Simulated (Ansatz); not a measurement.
# GaS: the cost of one run

Computed with Ansatz 0.2.0 (DFT, PBE, plane-wave PAW, default files, scalar-relativistic, frozen cores, as far as a step names no other, unless a step's input says otherwise).

1 further run of the same task is left out (it didn't finish).

**1. Starting point**

It takes space group P6_3/mmc (No. 194, hexagonal). The conventional cell has a = 3.585 Å, b = 3.585 Å, c = 15.500 Å, α = 90.00°, β = 90.00°, γ = 120.00°. Ga (site symmetry 3m) is surrounded by 3 S at 2.34 Å and 1 Ga at 2.48 Å. S (site symmetry 3m) has 3 Ga at 2.34 Å as nearest neighbours.

Coordinates:

```
CELL_PARAMETERS angstrom
3.58500 0.00000 0.00000
-1.79250 3.10470 0.00000
0.00000 0.00000 15.50000
ATOMIC_POSITIONS crystal
Ga 0.33333 0.66667 0.17000
Ga 0.66667 0.33333 0.67000
Ga 0.33333 0.66667 0.33000
Ga 0.66667 0.33333 0.83000
S 0.33333 0.66667 0.60000
S 0.66667 0.33333 0.10000
S 0.33333 0.66667 0.90000
S 0.66667 0.33333 0.40000
```

The earlier run gave: gap on the mesh 1.58 eV, largest force 0.239 eV/Å, pressure 2.2 GPa.

The printed gradients, by site:

| site | atoms | first shell | V_zz (10²¹ V/m²) | η | C_Q (MHz) |
| --- | --- | --- | --- | --- | --- |
| Ga | 1, 2, 3, 4 | 3 S at 2.34 Å | -6.95 | 0.00 | -18.0 (⁷¹Ga) |
| S | 5, 6, 7, 8 | 3 Ga at 2.34 Å | -5.54 | 0.00 | 9.29 (³³S) |

C_Q = eQV_zz/h, which is 24.18 MHz for Q = 1 b and V_zz = 10²¹ V/m²; η = (V_xx − V_yy)/V_zz. Nuclear quadrupole moments: year-2017 set (Pyykkö).

**2. Z stretched by +3 %, ions relaxed**

input.yaml

```yaml
crystal:
  lattice:
    - [3.585, 0.0, 0.0]
    - [-1.7925, 3.1047010726, 0.0]
    - [0.0, 0.0, 15.965]
  atoms:
    - { symbol: Ga, position: [0.3333333333, 0.6666666667, 0.1710185084] }
    - { symbol: Ga, position: [0.6666666667, 0.3333333333, 0.6710185084] }
    - { symbol: Ga, position: [0.3333333333, 0.6666666667, 0.3289814916] }
    - { symbol: Ga, position: [0.6666666667, 0.3333333333, 0.8289814916] }
    - { symbol: S, position: [0.3333333333, 0.6666666667, 0.6008026213] }
    - { symbol: S, position: [0.6666666667, 0.3333333333, 0.1008026213] }
    - { symbol: S, position: [0.3333333333, 0.6666666667, 0.8991973787] }
    - { symbol: S, position: [0.6666666667, 0.3333333333, 0.3991973787] }
kpoints:
  mp_grid: { grid: [14, 14, 3] }
scf:
  occupations: { method: fermi_dirac, width: 0.02 }
hamiltonian:
  xc: pbe
  pseudopotentials: { kind: paw, frozen_core: stored }
output:
  forces: true
  stress: true
  populations: true
  efg: { quadrupole_moments_barn: { Ga: 0.107, S: -0.0694 } }
relax:
  f_tol: 0.02
  max_steps: 60
```

Launch:

```
$ ansatz run input.yaml --threads 1 --pin off --max-ram 3072MiB --backend cpu --events-out ev --progress --plain --runs-dir out
```

Q: Estimate wall time and peak memory on 1 thread of Intel Xeon at 2.50GHz (Skylake/Cascade Lake), shared host.

About 2.3 min, with a peak of 0.65 GiB.
